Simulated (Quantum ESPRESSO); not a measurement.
# Au (Im-3m) in Quantum ESPRESSO: band structure with PBE

Aim: the band structure of Au with PBE.

Program: Quantum ESPRESSO 7.5. These are calculated values, not measurements. Logs are shortened: lines on timing, memory, paths and dates and some standing lists are left out, and cuts for length are marked.

## (1) The crystal as given

The structure is cubic, space group Im-3m (No. 229). The conventional cell has a = 3.315 Å, b = 3.315 Å, c = 3.315 Å, α = 90.00°, β = 90.00°, γ = 90.00°. Au (site symmetry m-3m) is surrounded by 8 Au at 2.87 Å.

This isn't the form of Au at room conditions, which is fcc.

## (2) Band structure, PBE, spin-orbit coupling, no magnetisation

The input, pw.in:

```
&CONTROL
  calculation = 'scf'
  prefix = 'pwscf'
  outdir = './tmp'
  pseudo_dir = './pseudo'
  tprnfor = .true.
  tstress = .true.
  disk_io = 'low'
/
&SYSTEM
  ibrav = 0
  nat = 1
  ntyp = 1
  ecutwfc = 76
  nbnd = 32
  occupations = 'smearing'
  smearing = 'fd'
  degauss = 0.00367493
  noncolin = .true.
  lspinorb = .true.
/
&ELECTRONS
  conv_thr = 2d-10
  electron_maxstep = 120
  mixing_beta = 0.5
/
ATOMIC_SPECIES
Au   196.9666 Au.upf
CELL_PARAMETERS angstrom
  -1.6572690000    1.6572690000    1.6572690000
   1.6572690000   -1.6572690000    1.6572690000
   1.6572690000    1.6572690000   -1.6572690000
ATOMIC_POSITIONS angstrom
Au     0.0000000000    0.0000000000    0.0000000000
K_POINTS automatic
11 11 11 0 0 0
```

The input, bands.in:

```
&CONTROL
  calculation = 'bands'
  prefix = 'pwscf'
  outdir = './tmp'
  pseudo_dir = './pseudo'
  disk_io = 'low'
  verbosity = 'high'
/
&SYSTEM
  ibrav = 0
  nat = 1
  ntyp = 1
  ecutwfc = 76
  nbnd = 32
  occupations = 'smearing'
  smearing = 'fd'
  degauss = 0.00367493
  noncolin = .true.
  lspinorb = .true.
/
&ELECTRONS
  conv_thr = 1d-08
  electron_maxstep = 120
  mixing_beta = 0.5
  diago_full_acc = .true.
/
ATOMIC_SPECIES
Au   196.9666 Au.upf
CELL_PARAMETERS angstrom
  -1.6572690000    1.6572690000    1.6572690000
   1.6572690000   -1.6572690000    1.6572690000
   1.6572690000    1.6572690000   -1.6572690000
ATOMIC_POSITIONS angstrom
Au     0.0000000000    0.0000000000    0.0000000000
K_POINTS crystal
60
 0.0000000000  0.0000000000  0.0000000000 1
 0.0416666667 -0.0416666667  0.0416666667 1
 0.0833333333 -0.0833333333  0.0833333333 1
 0.1250000000 -0.1250000000  0.1250000000 1
 0.1666666667 -0.1666666667  0.1666666667 1
 0.2083333333 -0.2083333333  0.2083333333 1
 0.2500000000 -0.2500000000  0.2500000000 1
 0.2916666667 -0.2916666667  0.2916666667 1
 0.3333333333 -0.3333333333  0.3333333333 1
 0.3750000000 -0.3750000000  0.3750000000 1
 0.4166666667 -0.4166666667  0.4166666667 1
 0.4583333333 -0.4583333333  0.4583333333 1
 0.5000000000 -0.5000000000  0.5000000000 1
 0.4375000000 -0.4375000000  0.5000000000 1
 0.3750000000 -0.3750000000  0.5000000000 1
 0.3125000000 -0.3125000000  0.5000000000 1
 0.2500000000 -0.2500000000  0.5000000000 1
 0.1875000000 -0.1875000000  0.5000000000 1
 0.1250000000 -0.1250000000  0.5000000000 1
 0.0625000000 -0.0625000000  0.5000000000 1
 0.0000000000  0.0000000000  0.5000000000 1
 0.0000000000  0.0000000000  0.4444444444 1
 0.0000000000  0.0000000000  0.3888888889 1
 0.0000000000  0.0000000000  0.3333333333 1
 0.0000000000  0.0000000000  0.2777777778 1
 0.0000000000  0.0000000000  0.2222222222 1
 0.0000000000  0.0000000000  0.1666666667 1
 0.0000000000  0.0000000000  0.1111111111 1
 0.0000000000  0.0000000000  0.0555555556 1
 0.0000000000  0.0000000000  0.0000000000 1
 0.0227272727  0.0227272727  0.0227272727 1
 0.0454545455  0.0454545455  0.0454545455 1
 0.0681818182  0.0681818182  0.0681818182 1
 0.0909090909  0.0909090909  0.0909090909 1
 0.1136363636  0.1136363636  0.1136363636 1
 0.1363636364  0.1363636364  0.1363636364 1
 0.1590909091  0.1590909091  0.1590909091 1
 0.1818181818  0.1818181818  0.1818181818 1
 0.2045454545  0.2045454545  0.2045454545 1
 0.2272727273  0.2272727273  0.2272727273 1
 0.2500000000  0.2500000000  0.2500000000 1
 0.2708333333  0.1875000000  0.2708333333 1
 0.2916666667  0.1250000000  0.2916666667 1
 0.3125000000  0.0625000000  0.3125000000 1
 0.3333333333  0.0000000000  0.3333333333 1
 0.3541666667 -0.0625000000  0.3541666667 1
 0.3750000000 -0.1250000000  0.3750000000 1
 0.3958333333 -0.1875000000  0.3958333333 1
 0.4166666667 -0.2500000000  0.4166666667 1
 0.4375000000 -0.3125000000  0.4375000000 1
 0.4583333333 -0.3750000000  0.4583333333 1
 0.4791666667 -0.4375000000  0.4791666667 1
 0.5000000000 -0.5000000000  0.5000000000 1
 0.2500000000  0.2500000000  0.2500000000 1
 0.2083333333  0.2083333333  0.2916666667 1
 0.1666666667  0.1666666667  0.3333333333 1
 0.1250000000  0.1250000000  0.3750000000 1
 0.0833333333  0.0833333333  0.4166666667 1
 0.0416666667  0.0416666667  0.4583333333 1
 0.0000000000  0.0000000000  0.5000000000 1
```

Potentials or basis: PseudoDojo 0.4 FR PBE standard.

Run with:

```
> OMP_NUM_THREADS=1 pw.x -in pw.in > pw.out
> OMP_NUM_THREADS=1 pw.x -in bands.in > bands.out
```

pw.out:

```text
This program is part of the open-source Quantum ESPRESSO suite
     for quantum simulation of materials; please cite
[... 9 lines left out ...]
     --------------------
     sticks:   dense  smooth     PW     G-vecs:    dense   smooth      PW
     Sum         673     673    213                11033    11033    1961

     Using Slab Decomposition

     bravais-lattice index     =            0
     lattice parameter (alat)  =       5.4244  a.u.
     unit-cell volume          =     122.8671 (a.u.)^3
     number of atoms/cell      =            1
     number of atomic types    =            1
     number of electrons       =        19.00
     number of Kohn-Sham states=           32
     kinetic-energy cutoff     =      76.0000  Ry
     charge density cutoff     =     304.0000  Ry
     scf convergence threshold =      2.0E-10
     mixing beta               =       0.5000
     number of iterations used =            8  plain     mixing
     Exchange-correlation= PBE
                           (   1   4   3   4   0   0   0)
     Non magnetic calculation with spin-orbit

     celldm(1)=   5.424410  celldm(2)=   0.000000  celldm(3)=   0.000000
     celldm(4)=   0.000000  celldm(5)=   0.000000  celldm(6)=   0.000000

     crystal axes: (cart. coord. in units of alat)
               a(1) = (  -0.577350   0.577350   0.577350 )
               a(2) = (   0.577350  -0.577350   0.577350 )
               a(3) = (   0.577350   0.577350  -0.577350 )

     reciprocal axes: (cart. coord. in units 2 pi/alat)
               b(1) = ( -0.000000  0.866025  0.866025 )
               b(2) = (  0.866025 -0.000000  0.866025 )
               b(3) = (  0.866025  0.866025  0.000000 )

     PseudoPot. # 1 for Au read from file:
     Au.upf
     Pseudo is Norm-conserving + core correction, Zval = 19.0
     Generated using ONCVPSP code by D. R. Hamann
     Using radial grid of 1356 points, 12 beta functions with:
                l(1) =   0
                l(2) =   0
                l(3) =   1
                l(4) =   1
                l(5) =   1
                l(6) =   1
                l(7) =   2
                l(8) =   2
                l(9) =   2
               l(10) =   2
               l(11) =   3
               l(12) =   3

     atomic species   valence    mass     pseudopotential
     Au               19.00   196.96660     Au( 1.00)

     48 Sym. Ops., with inversion, found

   Cartesian axes

     site n.     atom                  positions (alat units)
         1        Au     tau(   1) = (   0.0000000   0.0000000   0.0000000  )

     number of k points=    56  Fermi-Dirac smearing, width (Ry)=  0.0037
                       cart. coord. in units 2pi/alat
        k(    1) = (   0.0000000   0.0000000   0.0000000), wk =   0.0007513
        k(    2) = (   0.0787296   0.0787296   0.0000000), wk =   0.0090158
        k(    3) = (   0.1574592   0.1574592   0.0000000), wk =   0.0090158
        k(    4) = (   0.2361887   0.2361887   0.0000000), wk =   0.0090158
        k(    5) = (   0.3149183   0.3149183   0.0000000), wk =   0.0090158
        k(    6) = (   0.3936479   0.3936479   0.0000000), wk =   0.0090158
[... 48 lines left out ...]
        k(   55) = (  -0.7872958  -0.0787296  -0.0787296), wk =   0.0060105
        k(   56) = (  -0.0000000  -0.0000000   0.7872958), wk =   0.0045079

     Dense  grid:    11033 G-vectors     FFT dimensions: (  32,  32,  32)

     Initial potential from superposition of free atoms

     starting charge      18.9999, renormalised to      19.0000
     Starting wfcs are   20 randomized atomic wfcs +   12 random wfcs

     Self-consistent Calculation

     iteration #  1     ecut=    76.00 Ry     beta= 0.50
     Davidson diagonalization with overlap
     ethr =  1.00E-02,  avg # of iterations =  4.9

     Threshold (ethr) on eigenvalues was too large:
     Diagonalizing with lowered threshold

     Davidson diagonalization with overlap
     ethr =  3.57E-04,  avg # of iterations =  1.5

     total energy              =    -295.38935435 Ry
     estimated scf accuracy    <       0.06738021 Ry

     iteration #  2     ecut=    76.00 Ry     beta= 0.50
     Davidson diagonalization with overlap
     ethr =  3.55E-04,  avg # of iterations =  2.1

     total energy              =    -295.40571821 Ry
     estimated scf accuracy    <       0.00475025 Ry

     iteration #  3     ecut=    76.00 Ry     beta= 0.50
     Davidson diagonalization with overlap
     ethr =  2.50E-05,  avg # of iterations =  3.0

     total energy              =    -295.40651738 Ry
     estimated scf accuracy    <       0.00039087 Ry

     iteration #  4     ecut=    76.00 Ry     beta= 0.50
     Davidson diagonalization with overlap
     ethr =  2.06E-06,  avg # of iterations =  3.3

     total energy              =    -295.40655362 Ry
     estimated scf accuracy    <       0.00000633 Ry

     iteration #  5     ecut=    76.00 Ry     beta= 0.50
     Davidson diagonalization with overlap
     ethr =  3.33E-08,  avg # of iterations =  2.0

     total energy              =    -295.40655513 Ry
     estimated scf accuracy    <       0.00000273 Ry

     iteration #  6     ecut=    76.00 Ry     beta= 0.50
     Davidson diagonalization with overlap
     ethr =  1.44E-08,  avg # of iterations =  2.0

     total energy              =    -295.40655561 Ry
     estimated scf accuracy    <          4.5E-09 Ry

     iteration #  7     ecut=    76.00 Ry     beta= 0.50
     Davidson diagonalization with overlap
     ethr =  2.36E-11,  avg # of iterations =  2.0

     total energy              =    -295.40655561 Ry
     estimated scf accuracy    <          2.9E-10 Ry

     iteration #  8     ecut=    76.00 Ry     beta= 0.50
     Davidson diagonalization with overlap
     ethr =  1.54E-12,  avg # of iterations =  1.9

     End of self-consistent calculation

          k = 0.0000 0.0000 0.0000 (  1409 PWs)   bands (ev):

   -86.2042 -86.2042 -49.8377 -49.8377 -33.2513 -33.2513 -33.2513 -33.2513
     9.7577   9.7577  13.8283  13.8283  13.8283  13.8283  14.9955  14.9955
    16.4063  16.4063  16.4063  16.4063  35.3690  35.3690  35.3751  35.3751
    35.3751  35.3751  39.0984  39.0984  43.1798  43.1799  43.1805  43.1836

          k = 0.0787 0.0787 0.0000 (  1401 PWs)   bands (ev):

   -86.2034 -86.2034 -49.8405 -49.8405 -33.2655 -33.2655 -33.2543 -33.2543
    10.0422  10.0422  13.8095  13.8095  13.8938  13.8938  15.0516  15.0516
    16.3061  16.3061  16.4296  16.4296  35.1536  35.1536  35.3949  35.3949
    35.7194  35.7194  37.9275  37.9275  40.6666  40.6666  41.6278  41.6278

          k = 0.1575 0.1575 0.0000 (  1388 PWs)   bands (ev):

   -86.2014 -86.2014 -49.8481 -49.8481 -33.3033 -33.3033 -33.2622 -33.2622
    10.8256  10.8256  13.7226  13.7226  14.0054  14.0054  15.3526  15.3526
    16.1142  16.1142  16.5141  16.5141  32.9930  32.9930  34.7646  34.7646
    36.6724  36.6724  37.3589  37.3589  38.9794  38.9794  39.7395  39.7395

          k = 0.2362 0.2362 0.0000 (  1378 PWs)   bands (ev):

   -86.1987 -86.1987 -49.8581 -49.8581 -33.3525 -33.3525 -33.2724 -33.2724
    11.7590  11.7590  13.5388  13.5388  14.3526  14.3526  15.8505  15.8505
    16.1042  16.1042  16.7193  16.7193  29.4225  29.4225  33.2486  33.2486
    35.9797  35.9797  37.9690  37.9690  38.5711  38.5711  40.6190  40.6190

          k = 0.3149 0.3149 0.0000 (  1360 PWs)   bands (ev):

   -86.1963 -86.1963 -49.8673 -49.8673 -33.3974 -33.3974 -33.2819 -33.2819
    12.1623  12.1623  13.3434  13.3434  15.5108  15.5108  15.9260  15.9260
    16.6498  16.6498  17.2045  17.2045  25.8021  25.8021  31.8830  31.8830
    33.8780  33.8780  39.0407  39.0407  39.4204  39.4204  42.4870  42.4871

          k = 0.3936 0.3936 0.0000 (  1366 PWs)   bands (ev):

   -86.1948 -86.1948 -49.8727 -49.8727 -33.4238 -33.4238 -33.2874 -33.2874
    12.1699  12.1699  13.2276  13.2276  15.9502  15.9502  16.2977  16.2977
    17.6638  17.6638  18.0152  18.0152  22.8200  22.8200  31.1017  31.1017
    32.6299  32.6299  39.6178  39.6178  40.1852  40.1852  41.5699  41.5699

          k = 0.1575 0.0787 0.0787 (  1392 PWs)   bands (ev):

   -86.2020 -86.2020 -49.8457 -49.8457 -33.2909 -33.2909 -33.2603 -33.2603
    10.5823  10.5823  13.7742  13.7742  13.9396  13.9396  15.2493  15.2493
    16.1504  16.1504  16.4947  16.4947  34.1865  34.1865  34.8903  34.8903
    36.0790  36.0790  36.9854  36.9854  39.2628  39.2628  40.9138  40.9138
[... 311 lines left out ...]
   -86.1892 -86.1892 -49.8916 -49.8916 -33.4310 -33.4310 -33.3851 -33.3851
    12.9948  12.9948  13.1688  13.1688  15.1914  15.1914  16.5209  16.5209
    17.2942  17.2942  22.8028  22.8028  23.7286  23.7286  26.3572  26.3572
    33.0146  33.0146  35.5463  35.5463  35.8455  35.8455  43.0681  43.0681

          k =-0.0000-0.0000 0.6298 (  1368 PWs)   bands (ev):

   -86.1895 -86.1895 -49.8906 -49.8906 -33.4112 -33.4112 -33.3992 -33.3992
    13.0185  13.0185  13.1030  13.1030  15.7822  15.7822  16.1782  16.1782
    17.0401  17.0401  20.1843  20.1843  26.8194  26.8194  28.4960  28.4960
    30.3647  30.3647  34.1137  34.1137  37.6128  37.6128  43.8782  43.8782

          k =-0.0000-0.0787 0.7086 (  1358 PWs)   bands (ev):

   -86.1882 -86.1882 -49.8949 -49.8949 -33.4279 -33.4279 -33.4064 -33.4064
    12.8082  12.8082  12.9059  12.9059  15.9961  15.9961  16.5545  16.5545
    17.4559  17.4559  22.2109  22.2109  24.9622  24.9622  26.8541  26.8541
    30.9042  30.9042  34.4507  34.4507  35.6359  35.6359  43.4697  43.4697

          k =-0.7873-0.0787-0.0787 (  1364 PWs)   bands (ev):

   -86.1876 -86.1876 -49.8970 -49.8970 -33.4318 -33.4318 -33.4138 -33.4138
    12.7228  12.7228  12.7535  12.7535  16.1858  16.1858  16.8372  16.8372
    17.5925  17.5925  23.3832  23.3832  24.7411  24.7411  25.6359  25.6359
    30.7221  30.7221  34.5805  34.5805  34.6502  34.6502  43.3217  43.3217

          k =-0.0000-0.0000 0.7873 (  1348 PWs)   bands (ev):

   -86.1870 -86.1870 -49.8990 -49.8990 -33.4291 -33.4291 -33.4274 -33.4274
    12.5948  12.5948  12.6180  12.6180  16.7281  16.7281  16.8094  16.8094
    17.7982  17.7982  23.3197  23.3197  25.1877  25.1877  26.1871  26.1871
    28.9066  28.9066  34.2310  34.2310  34.5337  34.5337  43.2250  43.2250

     the Fermi energy is    18.8799 ev

!    total energy              =    -295.40655561 Ry
     estimated scf accuracy    <          6.4E-11 Ry
     smearing contrib. (-TS)   =      -0.00043867 Ry
     internal energy E=F+TS    =    -295.40611695 Ry

     The total energy is F=E-TS. E is the sum of the following terms:
     one-electron contribution =     -89.54187428 Ry
     hartree contribution      =      54.54396712 Ry
     xc contribution           =     -50.66145600 Ry
     ewald contribution        =    -209.74675378 Ry

     convergence has been achieved in   8 iterations

     Forces acting on atoms (cartesian axes, Ry/au):

     atom    1 type  1   force =     0.00000000    0.00000000    0.00000000

     Total force =     0.000000     Total SCF correction =     0.000000

     Computing stress (Cartesian axis) and pressure

          total   stress  (Ry/bohr**3)                   (kbar)     P=      -23.16
  -0.00015744   0.00000000   0.00000000          -23.16        0.00        0.00
   0.00000000  -0.00015744   0.00000000            0.00      -23.16        0.00
   0.00000000   0.00000000  -0.00015744            0.00        0.00      -23.16

=------------------------------------------------------------------------------=
   JOB DONE.
=------------------------------------------------------------------------------=
```

Run time: 57 s. Hardware: 1 thread of Intel Xeon 6975P-C (Granite Rapids), shared host; peak memory 0.13 GiB.

Results:

- Free energy: -4019.2109 eV
- Pressure: -2.3 GPa
- Band gap on the k mesh: none (metal or under the smearing width)

Levels at the corners of the path, in eV from the Fermi level:
| point | band 14 | band 15 | band 16 | band 17 | band 18 | band 19 | band 20 | band 21 | band 22 | band 23 |
| --- | --- | --- | --- | --- | --- | --- | --- | --- | --- | --- |
| Γ | -5.05 | -3.88 | -3.88 | -2.47 | -2.47 | -2.47 | -2.47 | 16.49 | 16.49 | 16.50 |
| H | -1.98 | -1.98 | -1.98 | -0.94 | -0.94 | 4.66 | 4.66 | 6.96 | 6.96 | 6.96 |
| N | -2.92 | -2.53 | -2.53 | -1.12 | -1.12 | -0.44 | -0.44 | 3.33 | 3.33 | 12.12 |
| Γ | -5.05 | -3.88 | -3.88 | -2.47 | -2.47 | -2.47 | -2.47 | 16.49 | 16.49 | 16.50 |
| P | -4.67 | -2.36 | -2.36 | -2.36 | -2.36 | 2.75 | 2.75 | 6.32 | 6.32 | 7.30 |
| H | -1.98 | -1.98 | -1.98 | -0.94 | -0.94 | 4.66 | 4.66 | 6.96 | 6.96 | 6.96 |
| P | -4.67 | -2.36 | -2.36 | -2.36 | -2.36 | 2.75 | 2.75 | 6.32 | 6.32 | 7.30 |
| N | -2.92 | -2.53 | -2.53 | -1.12 | -1.12 | -0.44 | -0.44 | 3.33 | 3.33 | 12.12 |
